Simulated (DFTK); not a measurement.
HfC:

```
CELL_PARAMETERS angstrom
0.00000 2.32500 2.32500
2.32500 0.00000 2.32500
2.32500 2.32500 0.00000
ATOMIC_POSITIONS crystal
Hf 0.50000 0.50000 0.50000
C 0.00000 0.00000 0.00000
```

Base run:

* Program: DFTK 0.8.2
* Functional: PBEsol
* Potentials or basis: SG15 1.2 (PBE)
* Cutoff: 1225 eV
* k mesh: 8 × 8 × 8
* Occupations: fermi-dirac, width 0.05 eV
* Spin: no spin polarisation

Its results: band gap on the k mesh none (metal or under the smearing width); pressure -6.3 GPa.

The run is repeated on the same cell with these changes: functional from PBEsol to TASK; k mesh from 8 × 8 × 8 to 6 × 6 × 6. What comes out?

Band gap on the k mesh none (metal or under the smearing width); pressure -0.4 GPa.

Several settings changed at once, so the effect can't be laid on one alone.

Caveats: some runs use coarse meshes; the potentials were made for another functional, which shifts forces and pressure.

Not every run made on this cell is shown here.
